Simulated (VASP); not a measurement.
# H (I4/mmm) in VASP: further runs

One crystal, H, is run at these levels: PBE; tasks: single point.

Everything below comes from runs of VASP 6.6.1. Logs are shortened: lines on timing, memory, paths and dates and some standing lists are left out, and cuts for length are marked.

## 1. The structure

The structure is tetragonal, space group I4/mmm (No. 139). Conventional cell: a = 3.383 Å, b = 3.383 Å, c = 4.117 Å, α = 90.00°, β = 90.00°, γ = 90.00°. H (site symmetry 4mm) is surrounded by 1 H at 0.74 Å.

## 2. Single point, PBE

INCAR reads:

```
SYSTEM = H
PREC = Normal
ENCUT = 450
EDIFF = 1E-6
ISMEAR = 1
SIGMA = 0.2
LREAL = .False.
LASPH = .True.
NELM = 100
ALGO = Normal
ISIF = 2
LWAVE = .False.
LCHARG = .False.
GGA = PE
NBANDS = 8
ADDGRID = .False.
```

KPOINTS reads:

```
regular mesh
0
Gamma
  6 6 6
  0 0 0
```

POSCAR reads:

```
H
1.0
   -1.6915344700      1.6915344700      2.0584739900
    1.6915344700     -1.6915344700      2.0584739900
    1.6915344700      1.6915344700     -2.0584739900
H
2
Direct
    0.0901377100      0.0901377100      0.0000000000
    0.9098622900      0.9098622900      0.0000000000
```

Potentials or basis: VASP PAW PBE potentials, release 64 (H).

Command:

```console
cat potpaw_PBE.64/H/POTCAR > POTCAR
mpirun -np 1 vasp_std > vasp.out
```

OUTCAR:

```text
SYSTEM = H
   PREC = Normal
   ENCUT = 450
   EDIFF = 1E-6
   ISMEAR = 1
   LREAL = .False.
   LASPH = .True.
   NELM = 100
   ISIF = 2
   GGA = PE

 Found     30 irreducible k-points:

 Following reciprocal coordinates:
            Coordinates               Weight
  0.000000  0.000000  0.000000      1.000000
  0.166667 -0.000000  0.000000      8.000000
  0.333333 -0.000000  0.000000      8.000000
  0.500000 -0.000000  0.000000      4.000000
  0.166667  0.166667  0.000000      8.000000
  0.333333  0.166667  0.000000     16.000000
   k-points           NKPTS =     30   k-points in BZ     NKDIM =     30   number of bands    NBANDS=      8
   number of dos      NEDOS =    301   number of ions     NIONS =      2
   total plane-waves  NPLWV =   4096
   dimension x,y,z NGX =    16 NGY =   16 NGZ =   16
   dimension x,y,z NGXF=    32 NGYF=   32 NGZF=   32
   ions per type =               2
   NGX,Y,Z   is equivalent  to a cutoff of   8.43,  8.43,  8.43 a.u.
   NGXF,Y,Z  is equivalent  to a cutoff of  16.86, 16.86, 16.86 a.u.
 SYSTEM =  H
   PREC   = normal    normal or accurate (medium, high low for compatibility)
   ISTART =      0    job   : 0-new  1-cont  2-samecut
   ICHARG =      2    charge: 1-file 2-atom 10-const
   ISPIN  =      1    spin polarized calculation?
   LNONCOLLINEAR =      F non collinear calculations
   LSORBIT =      F    spin-orbit coupling
   LASPH  =      T    aspherical Exc in radial PAW
   ENCUT  =  450.0 eV  33.07 Ry    5.75 a.u.   5.46  5.46  5.46*2*pi/ulx,y,z
   NELM   =    100;   NELMIN=  2; NELMDL= -5     # of ELM steps
   EDIFF  = 0.1E-05   stopping-criterion for ELM
   LREAL  =      F    real-space projection
   EDIFFG = 0.1E-04   stopping-criterion for IOM
   NSW    =      0    number of steps for IOM
   IBRION =     -1    ionic relax: 0-MD 1-quasi-New 2-CG
   NFREE  =      0    steps in history (QN), initial steepest desc. (CG)
   ISIF   =      2    stress and relaxation
   ISYM   =      2    0-nonsym 1-usesym 2-fastsym
   POTIM  = 0.5000    time-step for ionic-motion
   TEBEG  =    0.0;   TEEND  =   0.0 temperature during run
   PSTRESS=    0.0 pullay stress
   NELECT =       2.0000    total number of electrons
   NUPDOWN=      -1.0000    fix difference up-down
   EMIN   =  10.00;   EMAX   =-10.00  energy-range for DOS
   EFERMI =   0.00;   METHOD = LEGACY
   ISMEAR =     1;   SIGMA  =   0.20  broadening in eV -4-tet -1-fermi 0-gaus
   EFERMI_NEDOS =   21; number of points for ismear=-14 and -15
   IALGO  =     38    algorithm
   IMIX   =      4    mixing-type and parameters
     AMIX     =   0.40;   BMIX     =  1.00
     AMIX_MAG =   1.60;   BMIX_MAG =  1.00
  volume/ion in A,a.u.               =      11.78        79.49
  Fermi-wavevector in a.u.,A,eV,Ry     =   0.719497  1.359653  7.043413  0.517676
  Thomas-Fermi vector in A             =   1.808708
   LORBIT       =      0    0 simple, 1 ext, 2 COOP (PROOUT), +10 PAW based schemes
   GGA     = PE    functional components
   LHFCALC =     F    Hartree Fock is set to
   AEXX    =    0.0000 exact exchange contribution
   IVDW    =     0    specifies the selected vdW correction
   LEPSILON=     F    determine dielectric tensor
   LRPA    =     F    only Hartree local field effects (RPA)
 non-spin polarized calculation
 Methfessel and Paxton  Order N= 1 SIGMA  =   0.20
  energy-cutoff  :      450.00
  volume of cell :       23.56
 maximum number of plane-waves:       526
   NGX = 11   NGY = 11   NGZ = 11

 number of electron       2.0000004 magnetization

 Free energy of the ion-electron system (eV)
  ---------------------------------------------------
  ext. energy  EPLUGINS =         0.00000000
  ---------------------------------------------------
  free energy    TOTEN  =        -6.77615854 eV

  energy without entropy =       -6.77744473  energy(sigma->0) =       -6.77658727

 E-fermi :  -8.1245     XC(G=0):  -5.3456

 val. band max:       -8.1533606686   @ k =   0.5000   0.5000   0.5000
 cond. band min:       0.7800220192   @ k =   0.5000  -0.0000   0.0000
 fundamental gap:      8.9333826877
 Fermi energy:        -8.1244872558

 k-point     1 :       0.0000    0.0000    0.0000
  band No.  band energies     occupation
      1     -10.5220      2.00000
      2       5.4476      0.00000
      3       8.9356      0.00000
      4      15.3797      0.00000
      5      15.3798      0.00000
      6      17.4484      0.00000
      7      17.4490      0.00000
      8      18.9859      0.00000

 k-point     2 :       0.1667   -0.0000    0.0000
  band No.  band energies     occupation
      1     -10.1967      2.00000
      2       4.0897      0.00000
      3       9.3895      0.00000
      4      12.8745      0.00000
      5      13.8731      0.00000
      6      17.7433      0.00000
      7      18.1984      0.00000
      8      18.5985      0.00000

 k-point     3 :       0.3333   -0.0000    0.0000
  band No.  band energies     occupation
      1      -9.4313      2.00000
      2       1.8599      0.00000
      3       9.2756      0.00000
      4      10.8960      0.00000
      5      12.5793      0.00000
      6      15.8238      0.00000
      7      17.2493      0.00000
      8      19.8258      0.00000

 k-point     4 :       0.5000   -0.0000    0.0000
  band No.  band energies     occupation
      1      -8.9621      2.00000
      2       0.7800      0.00000
      3       8.8091      0.00000
      4      10.6360      0.00000
      5      12.1594      0.00000
      6      15.0841      0.00000
      7      17.6914      0.00000
      8      18.0622      0.00000

 k-point     5 :       0.1667    0.1667    0.0000
  band No.  band energies     occupation
      1      -9.6800      2.00000
      2       2.5789      0.00000
      3       9.2452      0.00000
      4      10.5733      0.00000
      5      13.5836      0.00000
      6      16.5636      0.00000
      7      18.0482      0.00000
      8      20.3481      0.00000

 k-point     6 :       0.3333    0.1667    0.0000
  band No.  band energies     occupation
      1      -8.9973      2.00000
      2       1.3860      0.00000
      3       6.9086      0.00000
      4      10.2267      0.00000
      5      12.9269      0.00000
      6      16.1031      0.00000
      7      18.3923      0.00000
      8      20.7450      0.00000

 [... further k-points ...]

------------------------ aborting loop because EDIFF is reached ----------------------------------------

  FORCE on cell =-STRESS in cart. coord.  units (eV):
  Direction    XX          YY          ZZ          XY          YZ          ZX
  --------------------------------------------------------------------------------------
  -------------------------------------------------------------------------------------
  Total       -0.0142491     -0.0142491      0.1768864      0.0000000     -0.0000000      0.0000000
  in kB       -0.9690157     -0.9690157     12.0292363      0.0000000     -0.0000000      0.0000000
  external PRESSURE =       3.3637349 kB  Pullay stress =       0.0000000 kB

 VOLUME and BASIS-vectors are now :
 -----------------------------------------------------------------------------
  energy-cutoff  :      450.00
  volume of cell :       23.56
      direct lattice vectors                 reciprocal lattice vectors
    -1.691534470  1.691534470  2.058473990     0.000000000  0.295589602  0.242898381
     1.691534470 -1.691534470  2.058473990     0.295589602  0.000000000  0.242898381
     1.691534470  1.691534470 -2.058473990     0.295589602  0.295589602  0.000000000

 POSITION                                       TOTAL-FORCE (eV/Angst)
 -----------------------------------------------------------------------------------
      0.00000      0.00000      0.37109        -0.000000     -0.000000      0.277001
      0.00000      0.00000      3.74586         0.000000      0.000000     -0.277001
 -----------------------------------------------------------------------------------
    total drift:                                0.000000     -0.000000      0.000000

  FREE ENERGIE OF THE ION-ELECTRON SYSTEM (eV)
  ---------------------------------------------------
  free  energy   TOTEN  =        -6.7761585407 eV

  energy  without entropy=       -6.7774447335  energy(sigma->0) =       -6.77658727
```

Wall time 3.4 s (1 thread of Intel Xeon Platinum 8259CL at 2.50GHz (Skylake/Cascade Lake), shared host); peak memory 0.11 GiB.

These settings aren't checked as converged: the numbers below hold their error.

Results:

```
Free energy            : -6.7762 eV
Pressure               : 0.3 GPa
Largest force          : 0.277 eV/Å
Band gap on the k mesh : 8.93 eV, indirect (least direct gap 9.74 eV)
```

Caveat: the k mesh is coarse (spacing up to 0.44 Å⁻¹), so the values aren't converged.

## 3. Single point, PBE

Edit INCAR of step 2 so:

```diff
@@ -1,3 +1,3 @@
 SYSTEM = H
-PREC = Normal
+PREC = Accurate
 ENCUT = 450
@@ -6,3 +6,3 @@
 SIGMA = 0.2
-LREAL = .False.
+LREAL = Auto
 LASPH = .True.
```

KPOINTS is that of step 2.

POSCAR is that of step 2.

Potentials or basis: VASP PAW PBE potentials, release 64 (H).

Command:

```console
cat potpaw_PBE.64/H/POTCAR > POTCAR
mpirun -np 1 vasp_std > vasp.out
```

Wall time 10 s (1 thread of Intel Xeon Platinum 8259CL at 2.50GHz (Skylake/Cascade Lake), shared host); peak memory 0.12 GiB.

These settings aren't checked as converged: the numbers below hold their error.

What came out:

* Free energy: -6.7761 eV
* Pressure: 0.3 GPa
* Largest force: 0.276 eV/Å
* Band gap on the k mesh: 8.93 eV, indirect (least direct gap 9.74 eV)

Caveat: the k mesh is coarse (spacing up to 0.44 Å⁻¹), so the values aren't converged.

## 4. Single point, PBE

Edit INCAR of step 3 so:

```diff
@@ -3,6 +3,6 @@
 ENCUT = 450
-EDIFF = 1E-6
+EDIFF = 0.01
 ISMEAR = 1
 SIGMA = 0.2
-LREAL = Auto
+LREAL = .False.
 LASPH = .True.
```

KPOINTS is that of step 3.

POSCAR is that of step 3.

Potentials or basis: VASP PAW PBE potentials, release 64 (H).

Command:

```console
cat potpaw_PBE.64/H/POTCAR > POTCAR
mpirun -np 1 vasp_std > vasp.out
```

OUTCAR:

```text
SYSTEM = H
   PREC = Accurate
   ENCUT = 450
   EDIFF = 0.01
   ISMEAR = 1
   LREAL = .False.
   LASPH = .True.
   NELM = 100
   ISIF = 2
   GGA = PE

 Found     30 irreducible k-points:

 Following reciprocal coordinates:
            Coordinates               Weight
  0.000000  0.000000  0.000000      1.000000
  0.166667 -0.000000  0.000000      8.000000
  0.333333 -0.000000  0.000000      8.000000
  0.500000 -0.000000  0.000000      4.000000
  0.166667  0.166667  0.000000      8.000000
  0.333333  0.166667  0.000000     16.000000
   k-points           NKPTS =     30   k-points in BZ     NKDIM =     30   number of bands    NBANDS=      8
   number of dos      NEDOS =    301   number of ions     NIONS =      2
   total plane-waves  NPLWV =  13824
   dimension x,y,z NGX =    24 NGY =   24 NGZ =   24
   dimension x,y,z NGXF=    48 NGYF=   48 NGZF=   48
   ions per type =               2
   NGX,Y,Z   is equivalent  to a cutoff of  12.64, 12.64, 12.64 a.u.
   NGXF,Y,Z  is equivalent  to a cutoff of  25.29, 25.29, 25.29 a.u.
 SYSTEM =  H
   PREC   = accura    normal or accurate (medium, high low for compatibility)
   ISTART =      0    job   : 0-new  1-cont  2-samecut
   ICHARG =      2    charge: 1-file 2-atom 10-const
   ISPIN  =      1    spin polarized calculation?
   LNONCOLLINEAR =      F non collinear calculations
   LSORBIT =      F    spin-orbit coupling
   LASPH  =      T    aspherical Exc in radial PAW
   ENCUT  =  450.0 eV  33.07 Ry    5.75 a.u.   5.46  5.46  5.46*2*pi/ulx,y,z
   NELM   =    100;   NELMIN=  2; NELMDL= -5     # of ELM steps
   EDIFF  = 0.1E-01   stopping-criterion for ELM
   LREAL  =      F    real-space projection
   EDIFFG = 0.1E+00   stopping-criterion for IOM
   NSW    =      0    number of steps for IOM
   IBRION =     -1    ionic relax: 0-MD 1-quasi-New 2-CG
   NFREE  =      0    steps in history (QN), initial steepest desc. (CG)
   ISIF   =      2    stress and relaxation
   ISYM   =      2    0-nonsym 1-usesym 2-fastsym
   POTIM  = 0.5000    time-step for ionic-motion
   TEBEG  =    0.0;   TEEND  =   0.0 temperature during run
   PSTRESS=    0.0 pullay stress
   NELECT =       2.0000    total number of electrons
   NUPDOWN=      -1.0000    fix difference up-down
   EMIN   =  10.00;   EMAX   =-10.00  energy-range for DOS
   EFERMI =   0.00;   METHOD = LEGACY
   ISMEAR =     1;   SIGMA  =   0.20  broadening in eV -4-tet -1-fermi 0-gaus
   EFERMI_NEDOS =   21; number of points for ismear=-14 and -15
   IALGO  =     38    algorithm
   IMIX   =      4    mixing-type and parameters
     AMIX     =   0.40;   BMIX     =  1.00
     AMIX_MAG =   1.60;   BMIX_MAG =  1.00
  volume/ion in A,a.u.               =      11.78        79.49
  Fermi-wavevector in a.u.,A,eV,Ry     =   0.719497  1.359653  7.043413  0.517676
  Thomas-Fermi vector in A             =   1.808708
   LORBIT       =      0    0 simple, 1 ext, 2 COOP (PROOUT), +10 PAW based schemes
   GGA     = PE    functional components
   LHFCALC =     F    Hartree Fock is set to
   AEXX    =    0.0000 exact exchange contribution
   IVDW    =     0    specifies the selected vdW correction
   LEPSILON=     F    determine dielectric tensor
   LRPA    =     F    only Hartree local field effects (RPA)
 non-spin polarized calculation
 Methfessel and Paxton  Order N= 1 SIGMA  =   0.20
  energy-cutoff  :      450.00
  volume of cell :       23.56
 maximum number of plane-waves:       526
 NGX is ok and might be reduce to    24
   NGX = 11   NGY = 11   NGZ = 11

 number of electron       2.0000000 magnetization

 Free energy of the ion-electron system (eV)
  ---------------------------------------------------
  ext. energy  EPLUGINS =         0.00000000
  ---------------------------------------------------
  free energy    TOTEN  =        -6.77710211 eV

  energy without entropy =       -6.77841209  energy(sigma->0) =       -6.77753877

 E-fermi :  -8.2343     XC(G=0):  -5.3871

 val. band max:       -8.2627987016   @ k =   0.5000   0.5000   0.5000
 cond. band min:       0.7365788002   @ k =   0.5000  -0.0000   0.0000
 fundamental gap:      8.9993775018
 Fermi energy:        -8.2343237547

 k-point     1 :       0.0000    0.0000    0.0000
  band No.  band energies     occupation
      1     -10.6090      2.00000
      2       5.3689      0.00000
      3       8.8665      0.00000
      4      15.3335      0.00000
      5      15.3337      0.00000
      6      17.4251      0.00000
      7      17.4256      0.00000
      8      18.9590      0.00000
[... 45 lines left out ...]
 k-point     6 :       0.3333    0.1667    0.0000
  band No.  band energies     occupation
      1      -9.0979      2.00000
      2       1.3379      0.00000
      3       6.8698      0.00000
      4      10.1745      0.00000
      5      12.8816      0.00000
      6      16.0461      0.00000
      7      18.3571      0.00000
      8      20.7011      0.00000

 [... further k-points ...]

------------------------ aborting loop because EDIFF is reached ----------------------------------------

  FORCE on cell =-STRESS in cart. coord.  units (eV):
  Direction    XX          YY          ZZ          XY          YZ          ZX
  --------------------------------------------------------------------------------------
  -------------------------------------------------------------------------------------
  Total        0.1236289      0.1236289      0.2281207      0.0000000     -0.0000000      0.0000000
  in kB        8.4074359      8.4074359     15.5134447      0.0000000     -0.0000000      0.0000000
  external PRESSURE =      10.7761055 kB  Pullay stress =       0.0000000 kB

 VOLUME and BASIS-vectors are now :
 -----------------------------------------------------------------------------
  energy-cutoff  :      450.00
  volume of cell :       23.56
      direct lattice vectors                 reciprocal lattice vectors
    -1.691534470  1.691534470  2.058473990     0.000000000  0.295589602  0.242898381
     1.691534470 -1.691534470  2.058473990     0.295589602  0.000000000  0.242898381
     1.691534470  1.691534470 -2.058473990     0.295589602  0.295589602  0.000000000

 POSITION                                       TOTAL-FORCE (eV/Angst)
 -----------------------------------------------------------------------------------
      0.00000      0.00000      0.37109         0.000000      0.000000      0.206830
      0.00000      0.00000      3.74586        -0.000000     -0.000000     -0.206830
 -----------------------------------------------------------------------------------
    total drift:                               -0.000000      0.000000      0.000000

  FREE ENERGIE OF THE ION-ELECTRON SYSTEM (eV)
  ---------------------------------------------------
  free  energy   TOTEN  =        -6.7771021075 eV

  energy  without entropy=       -6.7784120947  energy(sigma->0) =       -6.77753877
```

stdout:

```text
POSCAR found type information on POSCAR H
 POSCAR found :  1 types and       2 ions
 scaLAPACK will be used
 LDA part: xc-table for (Slater+PW92), standard interpolation
 POSCAR, INCAR and KPOINTS ok, starting setup
 FFT: planning ... GRIDC
 FFT: planning ... GRID_SOFT
 FFT: planning ... GRID
 WAVECAR not read
 entering main loop
```

Run time: 3.4 s. Hardware: 1 thread of Intel Xeon Platinum 8259CL at 2.50GHz (Skylake/Cascade Lake), shared host; peak memory 0.12 GiB.

These settings aren't checked as converged: the numbers below hold their error.

What came out:

```
Free energy            : -6.7771 eV
Pressure               : 1.1 GPa
Largest force          : 0.207 eV/Å
Band gap on the k mesh : 9.00 eV, indirect (least direct gap 9.80 eV)
```

Caveat: the k mesh is coarse (spacing up to 0.44 Å⁻¹), so the values aren't converged.

## 5. For comparison

An earlier run on the cell as given: functional PBE; potentials or basis VASP PAW PBE potentials, release 64 (H); cutoff 520 eV; k mesh 11 × 11 × 11; occupations fermi-dirac, width 0.05 eV; no spin polarisation.

* Pressure: 0.6 GPa
* Largest force: 0.264 eV/Å
* Band gap on the k mesh: 9.05 eV, indirect (least direct gap 9.84 eV)
